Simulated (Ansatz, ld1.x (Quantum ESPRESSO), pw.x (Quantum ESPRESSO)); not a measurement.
## pw.x on bcc P: one setting changed

Potential: norm-conserving Troullier–Martins (Kleinman–Bylander form), ld1.x (Quantum ESPRESSO) 7.5, PBE; core [Ne], reference 3s2 3p3; waves: 3s (bound): rc 1.70 bohr; 3p (bound): rc 1.36 bohr; 3d channel at 0.05 Ry: rc 1.45 bohr; local part: all-electron potential smoothed inside 1.15 bohr (lloc = -1); core correction: a·sin(br)/r model core inside 1.20 bohr.

The reference run (k-mesh 15³, cutoffs 85/340 Ry, Fermi–Dirac 0.01 Ry, mixing_beta 0.4, conv_thr 1e-9, no spin) gives -1.56 GPa at 14.308 Å³/atom, where all-electron LAPW gives -0.58 GPa. This run, with its own iteration cap, changes degauss to 0.005.

```
&control
  calculation='scf', prefix='x', pseudo_dir='./', outdir='./tmp', tstress=.true., disk_io='none'
/
&system
  ibrav=0, nat=1, ntyp=1, ecutwfc=85, ecutrho=340, nbnd=9,
  occupations='smearing', smearing='fd', degauss=0.005
/
&electrons
  conv_thr=1e-09, mixing_beta=0.4, electron_maxstep=60
/
ATOMIC_SPECIES
P 1.0 P.UPF
CELL_PARAMETERS angstrom
  -1.52934798 1.52934798 1.52934798
  1.52934798 -1.52934798 1.52934798
  1.52934798 1.52934798 -1.52934798
ATOMIC_POSITIONS crystal
P 0.0000 0.0000 0.0000
K_POINTS automatic
15 15 15 0 0 0
```

```bash
pw.x < P.scf.in > P.scf.out
```

**Question.** How does the run end?

**Answer.** It converges in 6 iterations; the free energy moves by +11.5 meV/atom and the pressure by -0.17 GPa. In a metal, with Fermi–Dirac smearing, F lies below its zero-width value by a term in the square of the width.

```
Message from routine setup:
     using ibrav=0 with symmetry is DISCOURAGED, use correct ibrav instead
     lattice parameter (alat)  =       5.0057  a.u.
     unit-cell volume          =      96.5552 (a.u.)^3
     number of electrons       =         5.00
     number of Kohn-Sham states=            9
     kinetic-energy cutoff     =      85.0000  Ry
     charge density cutoff     =     340.0000  Ry
     scf convergence threshold =      1.0E-09
     Exchange-correlation= PBE
     number of k points=   120  Fermi-Dirac smearing, width (Ry)=  0.0050
     iteration #  1     ecut=    85.00 Ry     beta= 0.40
     total energy              =     -13.84191327 Ry
     estimated scf accuracy    <       0.00220913 Ry
     iteration #  2     ecut=    85.00 Ry     beta= 0.40
     total energy              =     -13.84186261 Ry
     estimated scf accuracy    <       0.00063489 Ry
     iteration #  3     ecut=    85.00 Ry     beta= 0.40
     total energy              =     -13.84191696 Ry
     estimated scf accuracy    <       0.00001232 Ry
     iteration #  4     ecut=    85.00 Ry     beta= 0.40
     total energy              =     -13.84192193 Ry
     estimated scf accuracy    <       0.00000010 Ry
     iteration #  5     ecut=    85.00 Ry     beta= 0.40
     total energy              =     -13.84192202 Ry
     estimated scf accuracy    <       0.00000004 Ry
     iteration #  6     ecut=    85.00 Ry     beta= 0.40
     the Fermi energy is    11.2166 ev
!    total energy              =     -13.84192202 Ry
     estimated scf accuracy    <          1.8E-10 Ry
     smearing contrib. (-TS)   =      -0.00061499 Ry
     The total energy is F=E-TS. E is the sum of the following terms:
     one-electron contribution =       5.89404122 Ry
     hartree contribution      =       0.21044187 Ry
     xc contribution           =      -4.20542697 Ry
     ewald contribution        =     -15.74036315 Ry
     convergence has been achieved in   6 iterations
          total   stress  (Ry/bohr**3)                   (kbar)     P=      -17.34
     Message from routine punch:
     Nothing written, as per user request (disk_io='none')
```

The run took about 12 s on one core of a shared host (Neoverse-V2, 96 threads, 742 GiB, load 56).
